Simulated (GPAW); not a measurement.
Runs of GPAW 26.7.0 on MnSb. Symmetry: Fm-3m, No. 225, cubic system. The conventional cell has a = 5.590 Å, b = 5.590 Å, c = 5.590 Å, α = 90.00°, β = 90.00°, γ = 90.00°. Sb (site symmetry m-3m) has 6 Mn at 2.80 Å as nearest neighbours. Mn (site symmetry m-3m) is surrounded by 6 Sb at 2.80 Å. The cell comes from a database or a generator and needn't be the stable form of this composition.

```tsv
level	potentials or basis	U	smearing	gap on the mesh (eV)	pressure (GPa)	moment (μB)
PBEsol	PAW data sets generated in the run's folder for this functional, pw	-	gaussian 0.02 eV	none	(a)	3.86
LDA	the program's PAW data sets (release 1.2.1) made for this functional, pw	-	gaussian 0.02 eV	none	-7.9	(b)
LDA+U	the program's PAW data sets (release 1.2.1) made for this functional, pw	Mn d U = 4 eV	improved-tetrahedron-method	none	(c)	4.13
PBEsol	PAW data sets generated in the run's folder for this functional, pw	-	gaussian 0.1 eV	none	-4.4	3.83
```

Alike in all rows: task single point; spin collinear, ferromagnetic start; cell as given; k mesh 8 × 8 × 8; cutoff (eV) 600.

Problem. Fill in the values left out.

Solution. (a) -4.3; (b) 3.74; (c) 0.8.

Caveats: a cell with one magnetic atom can't hold antiferromagnetic order, which such compounds often take; the U is typed as a test and isn't derived for this compound (some runs).

A k mesh can miss the band edges, and the runs leave out spin-orbit coupling on Sb.

A gap of «none» marks a metal or a gap under the smearing width.
